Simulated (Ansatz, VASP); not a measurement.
**Two plane-wave programs on SrO**

```
Sr O
1.0
     0.00000    2.59113    2.59113
     2.59113    0.00000    2.59113
     2.59113    2.59113    0.00000
Sr O
1 1
Direct
  0.00000 0.00000 0.00000
  0.50000 0.50000 0.50000
```

Alike in both runs: task single point; functional PBE; k mesh 8 × 8 × 8; occupations gaussian, width 0.02 eV; no spin polarisation.

```csv
,VASP,Ansatz
version,VASP 6.6.1,Ansatz 0.2.0
potentials or method,"VASP PAW PBE potentials, release 64 (Sr_sv, O)","scalar-relativistic, plane waves, PAW"
plane-wave cutoff (eV),520,420
valence electrons in the cell,16,16
```

VASP gave:

- gap on the k mesh at the Fermi level (eV): 3.28
- least direct gap on the mesh (eV): 3.38
- pressure (GPa): 1.2

Q: Estimate Ansatz's values.

A: gap on the k mesh at the Fermi level (eV): 3.32; least direct gap on the mesh (eV): 3.42; pressure (GPa): 0.6.

With one functional, cell and mesh, what is left measures potentials, basis and numerics.

A k mesh can miss the band edges.
